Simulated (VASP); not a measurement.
# TaS2 (P-3m1) in VASP: a series of runs, part 2 of 2

VASP 6.6.1. Earlier steps stand in the parts before.

## Step 5: Band structure, PBE

Input file INCAR:

```
ALGO     = Fast           # electronic algorithm
EDIFF    = 1E-6           # SCF threshold, eV
ENCUT    = 500            # plane-wave cutoff, eV
GGA      = PE             # functional
ISIF     = 2              # what is computed and relaxed
ISMEAR   = -1             # smearing method
LASPH    = True           # aspherical terms in the spheres
LCHARG   = False          # write CHGCAR
LMAXMIX  = 4              # l up to which the mixer works
LREAL    = False          # projectors in reciprocal space
LWAVE    = False          # write WAVECAR
NBANDS   = 16             # bands
NELM     = 60             # most SCF steps
PREC     = Accurate       # precision mode
SIGMA    = 0.05           # smearing width, eV
```

Input file KPOINTS:

```
k-points
0
Gamma
  9 9 5
```

Input file POSCAR:

```
TaS2
1.0
    3.3500000000      0.0000000000      0.0000000000
   -1.6750000000      2.9011851027      0.0000000000
    0.0000000000      0.0000000000      5.8600000000
Ta S
1 2
Direct
    0.0000000000      0.0000000000      0.0000000000
    0.6666666667      0.3333333333      0.7500000000
    0.3333333333      0.6666666667      0.2500000000
```

Input file KPOINTS_OPT:

```
path GMKGALHA,LM,KH
20
line-mode
reciprocal
 0.0000000000  0.0000000000  0.0000000000  G
 0.5000000000  0.0000000000  0.0000000000  M

 0.5000000000  0.0000000000  0.0000000000  M
 0.3333333333  0.3333333333  0.0000000000  K

 0.3333333333  0.3333333333  0.0000000000  K
 0.0000000000  0.0000000000  0.0000000000  G

 0.0000000000  0.0000000000  0.0000000000  G
 0.0000000000  0.0000000000  0.5000000000  A

 0.0000000000  0.0000000000  0.5000000000  A
 0.5000000000  0.0000000000  0.5000000000  L

 0.5000000000  0.0000000000  0.5000000000  L
 0.3333333333  0.3333333333  0.5000000000  H

 0.3333333333  0.3333333333  0.5000000000  H
 0.0000000000  0.0000000000  0.5000000000  A

 0.5000000000  0.0000000000  0.5000000000  L
 0.5000000000  0.0000000000  0.0000000000  M

 0.3333333333  0.3333333333  0.0000000000  K
 0.3333333333  0.3333333333  0.5000000000  H
```

Potentials or basis: VASP PAW PBE potentials, release 64 (Ta, S).

Command:

```sh
$ cat potpaw_PBE.64/Ta/POTCAR potpaw_PBE.64/S/POTCAR > POTCAR
$ mpirun -np 1 vasp_std > vasp.out
```

OUTCAR:

```text
EDIFF = 1E-6
   ENCUT = 500
   GGA = PE
   ISIF = 2
   ISMEAR = -1
   LASPH = True
   LREAL = False
   NELM = 60
   PREC = Accurate

 ion  position               nearest neighbor table
   1  0.000  0.000  0.000-   2 2.43   3 2.43   2 2.43   3 2.43   2 2.43   3 2.43
   2  0.667  0.333  0.750-   1 2.43   1 2.43   1 2.43
   3  0.333  0.667  0.250-   1 2.43   1 2.43   1 2.43

  LATTYP: Found a hexagonal cell.
 ALAT       =     3.3500000000
 C/A-ratio  =     1.7492537313

  Lattice vectors:

 A1 = (   3.3500000000,   0.0000000000,   0.0000000000)
 A2 = (  -1.6750000000,   2.9011851027,   0.0000000000)
 A3 = (   0.0000000000,   0.0000000000,   5.8600000000)

Analysis of symmetry for initial positions (statically):
=====================================================================
 Subroutine PRICEL returns:
 Original cell was already a primitive cell.

 Routine SETGRP: Setting up the symmetry group for a
 hexagonal supercell.

 Subroutine GETGRP returns: Found 12 space group operations
 (whereof 12 operations were pure point group operations)
 out of a pool of 24 trial point group operations.

[... 191 lines left out ...]

 val. band max:        5.7443064563   @ k =   0.2222   0.1111   0.0000
 cond. band min:       5.7509721002   @ k =   0.0000   0.0000   0.4000
 fundamental gap:      0.0066656440
 Fermi energy:         5.7485961934

 k-point     1 :       0.0000    0.0000    0.0000
  band No.  band energies     occupation
      1      -9.3930      2.00000
      2      -7.3716      2.00000
      3      -1.2343      2.00000
      4       1.4897      2.00000
      5       1.4897      2.00000
      6       4.4109      2.00000
[... 737 lines left out ...]
      3      -1.2106      2.00000
      4       0.3244      2.00000
      5       1.5385      2.00000
      6       1.5488      2.00000
[... 8 lines left out ...]
     15      11.5966      0.00000
     16      13.6310      0.00000

 [... further k-points ...]

------------------------ aborting loop because EDIFF is reached ----------------------------------------

  FORCE on cell =-STRESS in cart. coord.  units (eV):
  Direction    XX          YY          ZZ          XY          YZ          ZX
  --------------------------------------------------------------------------------------
  -------------------------------------------------------------------------------------
  Total        2.5593114      2.5593114      4.3625501      0.0000000      0.0000000      0.0000000
  in kB       71.9972406     71.9972406    122.7250314      0.0000000      0.0000000      0.0000000
  external PRESSURE =      88.9065042 kB  Pullay stress =       0.0000000 kB

 VOLUME and BASIS-vectors are now :
 -----------------------------------------------------------------------------
  energy-cutoff  :      500.00
  volume of cell :       56.95
      direct lattice vectors                 reciprocal lattice vectors
     3.350000000  0.000000000  0.000000000     0.298507463  0.172343364  0.000000000
    -1.675000000  2.901185103  0.000000000     0.000000000  0.344686728  0.000000000
     0.000000000  0.000000000  5.860000000     0.000000000  0.000000000  0.170648464

 POSITION                                       TOTAL-FORCE (eV/Angst)
 -----------------------------------------------------------------------------------
      0.00000      0.00000      0.00000        -0.000000      0.000000      0.000000
      1.67500      0.96706      4.39500         0.000000     -0.000000     -1.230947
     -0.00000      1.93412      1.46500        -0.000000      0.000000      1.230947
 -----------------------------------------------------------------------------------
    total drift:                               -0.000000      0.000000     -0.000000

  FREE ENERGIE OF THE ION-ELECTRON SYSTEM (eV)
  ---------------------------------------------------
  free  energy   TOTEN  =       -23.0630421900 eV

  energy  without entropy=      -23.0479552180  energy(sigma->0) =      -23.05549870
```

Wall time 85 s (1 thread of Intel Xeon Platinum 8488C (Sapphire Rapids), shared host); peak memory 0.21 GiB.

Results:

```yaml
Free_energy: -23.0630 eV
Pressure: 8.9 GPa
Largest_force: 1.231 eV/Å
Band_gap_along_the_path: none (metal or under the smearing width)
```

Forces in eV/Å, atoms in the order of the input:
```
Ta   0.000  0.000  0.000
S    0.000  0.000 -1.231
S    0.000  0.000  1.231
```

Stress tensor (GPa, compression positive):
```
 7.20  0.00  0.00
 0.00  7.20  0.00
 0.00  0.00 12.27
```

Levels at the corners of the path, in eV from the Fermi level:
| point | band 5 | band 6 | band 7 | band 8 | band 9 | band 10 | band 11 | band 12 |
| --- | --- | --- | --- | --- | --- | --- | --- | --- |
| Γ | -4.26 | -1.34 | -0.79 | -0.79 | 0.03 | 0.03 | 0.28 | 4.09 |
| M | -4.51 | -4.10 | -3.47 | -2.26 | -0.81 | 2.44 | 2.99 | 4.54 |
| M | -4.51 | -4.10 | -3.47 | -2.26 | -0.81 | 2.44 | 2.99 | 4.54 |
| K | -5.50 | -3.82 | -3.82 | -3.19 | 1.17 | 2.13 | 2.13 | 4.20 |
| K | -5.50 | -3.82 | -3.82 | -3.19 | 1.17 | 2.13 | 2.13 | 4.20 |
| Γ | -4.26 | -1.34 | -0.79 | -0.79 | 0.03 | 0.03 | 0.28 | 4.09 |
| Γ | -4.26 | -1.34 | -0.79 | -0.79 | 0.03 | 0.03 | 0.28 | 4.09 |
| A | -4.23 | -3.55 | -0.93 | -0.93 | 0.00 | 0.00 | 1.23 | 4.51 |
| A | -4.23 | -3.55 | -0.93 | -0.93 | 0.00 | 0.00 | 1.23 | 4.51 |
| L | -4.39 | -4.23 | -2.26 | -1.99 | -1.24 | 2.43 | 2.98 | 4.48 |
| L | -4.39 | -4.23 | -2.26 | -1.99 | -1.24 | 2.43 | 2.98 | 4.48 |
| H | -5.47 | -3.79 | -3.56 | -3.56 | 1.26 | 1.47 | 1.47 | 5.10 |
| H | -5.47 | -3.79 | -3.56 | -3.56 | 1.26 | 1.47 | 1.47 | 5.10 |
| A | -4.23 | -3.55 | -0.93 | -0.93 | 0.00 | 0.00 | 1.23 | 4.51 |
| L | -4.39 | -4.23 | -2.26 | -1.99 | -1.24 | 2.43 | 2.98 | 4.48 |
| M | -4.51 | -4.10 | -3.47 | -2.26 | -0.81 | 2.44 | 2.99 | 4.54 |
| K | -5.50 | -3.82 | -3.82 | -3.19 | 1.17 | 2.13 | 2.13 | 4.20 |
| H | -5.47 | -3.79 | -3.56 | -3.56 | 1.26 | 1.47 | 1.47 | 5.10 |

Caveat: spin-orbit coupling is left out, which moves the levels of the heavy elements; this functional lacks dispersion, which binds the layers, so the pressure and a relaxed spacing across them are unreliable; forces of over 1 eV/Å show positions far from the minimum, so gaps and moduli don't describe the material at rest.

## Step 6: For comparison

An earlier run on the cell as given: functional PBE; potentials or basis VASP PAW PBE potentials, release 64 (Ta_pv, S); cutoff 520 eV; k mesh 9 × 9 × 5; occupations fermi-dirac, width 0.05 eV; no spin polarisation.

* Pressure: 9.2 GPa
* Largest force: 1.243 eV/Å
* Band gap on the k mesh: none (metal or under the smearing width)

## Step 7: Summary

```tsv
task	level	potentials or basis	spin	k mesh	cutoff (eV)	pressure (GPa)	largest force (eV/Å)
band structure	PBEsol	VASP PAW PBE potentials, release 64 (Ta_pv, S)	SOC, no magnetisation	7 × 7 × 4	520	4.6	1.00
band structure	RPBE	VASP PAW PBE potentials, release 64 (Ta_pv, S)	off	9 × 9 × 5	520	11.8	1.32
band structure	revPBE	VASP PAW PBE potentials, release 64 (Ta_pv, S)	off	9 × 9 × 5	520	11.1	1.30
band structure	PBE	VASP PAW PBE potentials, release 64 (Ta, S)	off	9 × 9 × 5	500	8.9	1.23
single point	PBE	VASP PAW PBE potentials, release 64 (Ta_pv, S)	off	9 × 9 × 5	520	9.2	1.24
```

Alike in all rows: cell as given; smearing fermi-dirac 0.05 eV.

Caveats: this functional lacks dispersion, which binds the layers, so the pressure and a relaxed spacing across them are unreliable; the PAW data sets were made with another functional, which shifts forces and pressure a little (some runs); spin-orbit coupling is left out, which moves the levels of the heavy elements (some runs); forces of over 1 eV/Å show positions far from the minimum, so gaps and moduli don't describe the material at rest (some runs).

Total energies depend on the potentials used, so only differences within one code and one set of settings carry meaning.
